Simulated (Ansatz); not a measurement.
Ligand exchange: C5H12 + Si(CH3)3(OH) → C4H10O + Si(CH3)4

Species: C5H12 (isopentane) `CCC(C)C`, singlet; Si(CH3)3(OH) (trimethylsilanol), singlet; C4H10O (2-methyl-1-propanol) `CC(C)CO`, singlet; Si(CH3)4 (tetramethylsilane), singlet. The partners trade CH3 for OH: C–CH3 and Si–OH bonds give way to C–OH and Si–CH3.

Shapes, held fixed at every level: PBE0-D4/def2-TZVP. Flexible molecules stand in one conformer, not always the lowest. Programs: Ansatz 0.2.0. Electronic energies: no zero-point or thermal term.

```json
{"level": "PBE-D4/def2-TZVPP", "kind": "GGA", "ΔE (kJ/mol)": "+128.9", "less CCSD(T)/CBS estimate": "-14.1"}
{"level": "r2SCAN-D4/def2-TZVPP", "kind": "meta-GGA", "ΔE (kJ/mol)": "+138.2", "less CCSD(T)/CBS estimate": "-4.8"}
{"level": "B3LYP-D4/def2-TZVPP", "kind": "global hybrid", "ΔE (kJ/mol)": "+138.4", "less CCSD(T)/CBS estimate": "-4.6"}
{"level": "PBE0-D4/def2-TZVPP", "kind": "global hybrid", "ΔE (kJ/mol)": "+133.6", "less CCSD(T)/CBS estimate": "-9.4"}
{"level": "wB97X-V/def2-TZVPP", "kind": "range-separated hybrid", "ΔE (kJ/mol)": "+136.9", "less CCSD(T)/CBS estimate": "-6.1"}
{"level": "MP2/def2-TZVPP", "kind": "perturbation theory", "ΔE (kJ/mol)": "+147.1", "less CCSD(T)/CBS estimate": "+4.1"}
{"level": "CCSD/def2-TZVPP", "kind": "coupled cluster or CI", "ΔE (kJ/mol)": "+142.6", "less CCSD(T)/CBS estimate": "-0.4"}
{"level": "CCSD(T)/CBS estimate", "kind": "coupled cluster or CI", "ΔE (kJ/mol)": "+143.0", "less CCSD(T)/CBS estimate": "0.0"}
```

The highest level, CCSD(T)/CBS estimate, gives ΔE = +143.0 kJ/mol; the levels span +128.9 to +147.1. The column of differences is taken from that level and isn't an error. No measured value is set beside it here. The CBS estimate extrapolates MP2 from def2-TZVPP and def2-QZVPP and adds CCSD(T) − MP2 in the triple-zeta set, cores frozen.

Every level makes the exchange strongly endothermic in electronic energy, so oxygen's preference for silicon over carbon doesn't depend on the treatment of correlation. The main cause is the strength of the Si–O bond. Silicon is much more electropositive than carbon, so its bond to oxygen gains a large ionic contribution, reinforced by donation from the oxygen lone pairs into σ* orbitals on silicon. The C–O bond formed in the alcohol is less polar and recovers only part of this, and exchanging a C–C for a Si–C bond doesn't make up the difference.

All the density functionals fall below the coupled-cluster reference and MP2 lies above it, with PBE furthest away. Exact exchange alone doesn't order the functionals, since r2SCAN, which has none, practically matches B3LYP and lies closer to the reference than PBE0. The near agreement of CCSD with the reference doesn't show that triple excitations are negligible, because the two values also differ in basis set and the effects may partly cancel.
